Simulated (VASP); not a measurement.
Here is a VASP 6.6.1 calculation.

The input INCAR:

```
SYSTEM = Ta
PREC = Accurate
ENCUT = 600
EDIFF = 1E-6
ISMEAR = 1
SIGMA = 0.1
LREAL = .FALSE.
LASPH = .TRUE.
NELM = 80
ALGO = Normal
ISIF = 3
LWAVE = .FALSE.
LCHARG = .FALSE.
GGA = PS
IBRION = 2
NSW = 90
EDIFFG = -0.01
PSTRESS = 208.0
```

The input KPOINTS:

```
regular mesh
0
G
  16 16 16
  0 0 0
```

Contents of POSCAR:

```
Ta
1.0
   -1.6512800000      1.6512800000      1.6512800000
    1.6512800000     -1.6512800000      1.6512800000
    1.6512800000      1.6512800000     -1.6512800000
Ta
1
Direct
    0.0000000000      0.0000000000      0.0000000000
```

Potentials or basis: VASP PAW PBE potentials, release 64 (Ta_pv).

Launch:

```bash
$ cat potpaw_PBE.64/Ta_pv/POTCAR > POTCAR
$ mpirun -np 1 vasp_std > vasp.out
```

What does it give for the relaxed cell?

a = 2.762 Å, b = 2.762 Å, c = 2.762 Å, α = 109.47°, β = 109.47°, γ = 109.47°.

Predict the band gap on the k mesh.

none (metal or under the smearing width).

Step by step:
```
step  energy change (eV)  largest force (eV/Å)  pressure (GPa)  volume (Å³)
   1              0.0000                0.0000           -3.50        18.01
   2              2.3956                0.0000          181.68        11.79
   3              0.0588                0.0000           16.98        16.45
   4              0.0778                0.0000           19.73        16.28
   5              0.0857                0.0000           20.79        16.22
```

Caveat: the cell is relaxed towards a set pressure, so the enthalpy falls and the energy may rise; the PAW data sets were made with another functional, which shifts forces and pressure a little. The run has no spin-orbit coupling, so splittings on Ta are missing.
